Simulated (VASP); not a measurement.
Crystal: Mg2ZnO3.

```xyz
6
Lattice="4.5234 0.0000 0.0000 -2.2617 3.9173 0.0000 0.0000 0.0000 4.2497" Properties=species:S:1:pos:R:3 pbc="T T T"
Mg    0.0000    2.6116    2.1249
Mg    2.2617    1.3058    2.1249
Zn    0.0000    0.0000    2.1249
O     0.0000    2.6116    0.0000
O     0.0000    0.0000    0.0000
O     2.2617    1.3058    0.0000
```

The cell was built by a generator and needn't be a form met in nature.

```yaml
Program: VASP 6.6.1
Task: relaxation of cell and atoms
Functional: PBE
Potentials_or_basis: VASP PAW PBE potentials, release 64 (Mg, Zn, O)
Cutoff: 520 eV
k_mesh: 4 × 4 × 3
Occupations: gaussian, width 0.15 eV
Spin: no spin polarisation
```

At the start: pressure 5.2 GPa; volume 12.55 Å³/atom.

Q: Where does the relaxation end?

A: Over 6 steps the energy falls by 1146.9 meV/atom and the volume is 16.36 Å³/atom (+30.4 %); space group P6/mmm (No. 191, to 0.05 Å).

The path:
| step | energy change (eV) | largest force (eV/Å) | pressure (GPa) | volume (Å³) |
| --- | --- | --- | --- | --- |
| 1 | 0.0000 | 0.0000 | 5.18 | 75.30 |
| 2 | -5.4111 | 0.0000 | 13.03 | 77.99 |
| 3 | -5.6260 | 0.0000 | 25.08 | 78.06 |
| 4 | -5.7072 | 0.0000 | 21.50 | 78.07 |
| 5 | -6.8386 | 0.0000 | -3.32 | 102.72 |
| 6 | -6.8814 | 0.0000 | 0.41 | 98.17 |

Final structure:
```xyz
6
Lattice="5.6530 0.0000 0.0000 -2.8265 4.8956 0.0000 0.0000 0.0000 3.5471" Properties=species:S:1:pos:R:3 pbc="T T T"
Mg    0.0000    3.2637    1.7736
Mg    2.8265    1.6319    1.7736
Zn    0.0000    0.0000    1.7736
O     0.0000    3.2637    0.0000
O     0.0000    0.0000    0.0000
O     2.8265    1.6319    0.0000
```

Caveat: the k mesh is coarse (spacing up to 0.49 Å⁻¹), so the values aren't converged; the volume moved by over 15 % at a fixed basis, so the end points are rough.
